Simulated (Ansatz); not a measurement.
P, fcc: how the functional moves the structure

All rows: Ansatz, plane waves with scalar-relativistic PAW, 420 eV (500 eV for the SCAN forms), relaxed under each functional, no dispersion correction, no zero-point motion. B₀ comes from uniform scaling at fixed shape; a dash is a value not given.

```csv
functional,V (Å³/atom),cell,B₀ (GPa),magnetic state,ΔE to black phosphorus (meV/atom)
PBE,14.55,a = 3.875 Å,95,spin not included,843
r²SCAN,14.64,a = 3.883 Å,93,spin not included,1101
PBEsol,13.94,a = 3.821 Å,105,spin not included,695
LDA,13.86,a = 3.813 Å,106,spin not included,710
revPBE,14.71,a = 3.889 Å,92,spin not included,916
RPBE,14.77,a = 3.895 Å,91,spin not included,942
BLYP,16.77,a = 4.063 Å,67,spin not included,1187
```

LDA gives the smallest volume and BLYP the largest.
